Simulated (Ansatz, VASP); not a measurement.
# One calculation of AlN, two programs

```xyz
4
Lattice="3.0348 0.0000 0.0000 -1.5174 2.6282 0.0000 0.0000 0.0000 4.9880" Properties=species:S:1:pos:R:3 pbc="T T T"
Al    0.0000    1.7521    3.7410
Al    1.5174    0.8761    1.2470
N     0.0000    1.7521    1.2470
N     1.5174    0.8761    3.7410
```

Alike in both runs: task single point; functional PBE; k mesh 9 × 9 × 6; occupations gaussian, width 0.05 eV; no spin polarisation.

|  | VASP | Ansatz |
| --- | --- | --- |
| version | VASP 6.6.1 | Ansatz 0.2.0 |
| potentials or method | VASP PAW PBE potentials, release 64 (Al, N) | scalar-relativistic, plane waves, PAW |
| plane-wave cutoff (eV) | 520 | 420 |
| valence electrons in the cell | 16 | 16 |

```csv
,VASP,Ansatz,Ansatz less VASP
gap on the k mesh at the Fermi level (eV),3.15,3.14,-0.014
least direct gap on the mesh (eV),3.15,3.14,-0.014
```

With one functional, cell and mesh, what is left measures potentials, basis and numerics.

 A hybrid or GW would open this gap; PBE tends to underestimate it.
